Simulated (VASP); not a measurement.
Input of a VASP 6.6.1 run:

INCAR

```
  PREC = Accurate
  ENCUT = 520
  EDIFF = 1E-7
  ISMEAR = -1
  SIGMA = 0.05
  LREAL = False
  LASPH = True
  NELM = 80
  ALGO = Normal
  ISIF = 2
  LWAVE = False
  LCHARG = True
  GGA = PS
  LELF = True
  LVHAR = True
  NBANDS = 26
```

The input KPOINTS:

```
regular mesh
0
Gamma
  11 11 11
```

Contents of POSCAR:

```
NbP
1.0
   -1.6749232544      1.6749232544      5.7401081759
    1.6749232544     -1.6749232544      5.7401081759
    1.6749232544      1.6749232544     -5.7401081759
Nb P
2 2
Direct
    0.2498808000      0.7498808000      0.5000000000
    0.4998808000      0.4998808000      0.0000000000
    0.8327477700      0.3327477700      0.5000000000
    0.0827477700      0.0827477700      0.0000000000
```

Potentials or basis: VASP PAW PBE potentials, release 64 (Nb_sv, P).

The run is started by

```sh
$ cat potpaw_PBE.64/Nb_sv/POTCAR potpaw_PBE.64/P/POTCAR > POTCAR
$ mpirun -np 1 vasp_std > vasp.out
```

Q: Estimate the pressure.

A: -6.6 GPa.

Q: What does it give for the band gap on the k mesh?

A: None (metal or under the smearing width).

Q: Estimate the largest force.

A: 0.017 eV/Å.

Stress tensor (GPa, compression positive):
```
-6.51  0.00  0.00
 0.00 -6.51  0.00
 0.00  0.00 -6.73
```

Caveat: the PAW data sets were made with another functional, which shifts forces and pressure a little.
